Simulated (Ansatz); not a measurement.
# A series in temperature on Al

All results are calculated (Ansatz 0.2.0). Harmonic vibrational free energy, entropy and heat capacity at constant volume, per atom, from the force constants of a q mesh, imaginary modes left out; plane waves with PAW datasets, Gamma-centred k mesh.

Structure of every row (space group Fm-3m, No. 225):
```
Al
1.0
      0.0000     2.0082     2.0082
      2.0082     0.0000     2.0082
      2.0082     2.0082     0.0000
Al
1
Direct
  0.00000 0.00000 0.00000
```

Settings of every row: functional PBEsol; dispersion none; spin none; wave cutoff 420 eV; k mesh 20x20x20; occupations fermi dirac; smearing width 0.15 eV; pressure 0 GPa; phonon method linear response; q mesh 4x4x4.

Limits: levels loosely converged; metal sensitive to the k mesh.

```
row  temperature (K)  phonon entropy (kB/atom)  phonon heat capacity (kB/atom)  phonon free energy (meV/atom)
  1              200                     2.167                           2.454                           24.8
  2              300                     3.225                           2.736                            1.3
  3              400                      4.03                           2.847                          -30.1
  4              500                         ?                               ?                              ?
  5              600                     5.203                            2.93                         -110.3
  6              700                     5.656                           2.949                         -157.1
  7              800                     6.051                            2.96                         -207.6
  8              900                       6.4                           2.969                         -261.3
  9             1000                     6.713                           2.975                         -317.8
```

Question: what phonon entropy and phonon heat capacity should row 4 give?

Worked fit of phonon entropy. Entropy rises as the heat capacity times the change of ln T, so take t = ln(T / 300 K). The shown rows have t = -0.4055, 0, 0.2877, 0.6931, 0.8473, 0.9808, 1.0986, 1.204. Least squares give phonon entropy = 3.2394 + 2.72226 × t + 0.14193 × t² kB/atom; a straight line predicts inner rows, each left out in turn, worse (root mean square 0.034 against 0.011 kB/atom). The rows lie off it by 0.008, -0.014, -0.004, 0.009, 0.008, 0.005, -0.001, -0.010 (root mean square 0.0083 kB/atom), a smooth pattern that one more power would take up: the form is only approximate. The slope at t = 0, 2.72 kB/atom, estimates the heat capacity at 300 K. The withheld row has t = 0.5108, so the fit gives 3.2394 + 2.72226 × (0.5108) + 0.14193 × (0.5108)² = 4.667 kB/atom.

The calculation gave 4.671 kB/atom. The fit lies 0.004 kB/atom (0.088 % of the column's range) below it; its largest miss of a shown row is 0.014 kB/atom.

Worked fit of phonon heat capacity. At high temperature a harmonic heat capacity falls short of its limit by a term in 1/T², so take t = (100 K / T)². The shown rows have t = 0.25, 0.11111, 0.0625, 0.02778, 0.02041, 0.01562, 0.01235, 0.01. Least squares give phonon heat capacity = 2.9997 − 2.5294 × t + 1.386 × t² kB/atom; a straight line predicts inner rows, each left out in turn, worse (root mean square 0.0081 against 0.00051 kB/atom). The rows lie off it by 0.000, 0.000, 0.000, -0.001, 0.000, -0.001, 0.000, 0.000. The constant, 2.9997 kB/atom, is to be held against the harmonic limit of 3 k_B an atom. The withheld row has t = 0.04, so the fit gives 2.9997 − 2.5294 × (0.04) + 1.386 × (0.04)² = 2.901 kB/atom.

The calculation gave 2.9 kB/atom. The fit lies 0.001 kB/atom (0.19 % of the column's range) above it, one unit of the last digit.

The other values of row 4: phonon free energy -67.7 meV/atom.
